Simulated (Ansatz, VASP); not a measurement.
## AlNi in VASP and in Ansatz

```
Al Ni
1.0
     2.05165   -2.05167    0.00000
     2.05165    2.05167    0.00000
     0.00000    0.00000    2.91245
Al Ni
1 1
Direct
  0.00000 0.00000 0.00000
  0.50000 0.50000 0.50000
```

Change from the starting cell: strain +0.015 along x and y, +0.015 along z, atoms carried along.

Alike in both runs: task single point; functional PBEsol; k mesh 20 × 20 × 20; occupations gaussian, width 0.15 eV; no spin polarisation.

```csv
,VASP,Ansatz
version,VASP 6.6.1,Ansatz 0.2.0
potentials or method,"VASP PAW PBE potentials, release 64 (Al, Ni)","scalar-relativistic, plane waves, PAW"
plane-wave cutoff (eV),520,420
valence electrons in the cell,13,21
```

Ansatz gave:

```
gap on the k mesh at the Fermi level (eV)       : none
pressure (GPa)                                  : -7.0
largest component of the traceless stress (GPa) : 0.17
```

Problem. Estimate VASP's values.

Solution. gap on the k mesh at the Fermi level (eV): none; pressure (GPa): -7.2; largest component of the traceless stress (GPa): 0.18.

A gap of «none» marks a metal or a gap that the smearing closes. The functional is the same, so the differences come from potentials, cutoffs and numerics. The two sets of potentials don't hold the same shells in valence. Ansatz warned: «near_symmetry_operations_not_taken».

Caveats: the PAW data sets were made with another functional, which shifts forces and pressure a little (VASP). Spin polarisation is off, so any magnetic state and its effect on volume and gap are missing.
